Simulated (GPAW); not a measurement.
SnO2:

```
Sn O
1.0
     3.23058    0.00000    0.00000
    -1.61529    2.79776    0.00000
     0.00000    0.00000   10.79056
Sn O
2 4
Direct
  0.00000 0.00000 0.00000
  0.00000 0.00000 0.50000
  0.33333 0.66667 0.90586
  0.33333 0.66667 0.59414
  0.66667 0.33333 0.09414
  0.66667 0.33333 0.40586
```

Measurements of this composition are mostly on another form, of space group No. 136.

Base run:

```yaml
Program: GPAW 26.7.0
Functional: r2SCAN
Potentials_or_basis: GPAW PAW data sets (gpaw-data 1.2.1)
Cutoff: 800 eV
Basis: pw
k_mesh: 6 × 6 × 2
Occupations: fermi-dirac, width 0.05 eV
Spin: no spin polarisation
```

Its results: band gap on the k mesh 2.66 eV, indirect (least direct gap 3.03 eV).

Question: The run is repeated on the same cell with these changes: functional from r2SCAN to TB-mBJ; potentials or basis from GPAW PAW data sets (gpaw-data 1.2.1) to GPAW PAW data sets for LDA (gpaw-data 1.2.1). What comes out?

Answer: Band gap on the k mesh 4.05 eV, indirect (least direct gap 4.23 eV).

Caveats: spin-orbit coupling is left out, which moves the levels of the heavy elements; a model potential gives levels but no total energy (some runs).
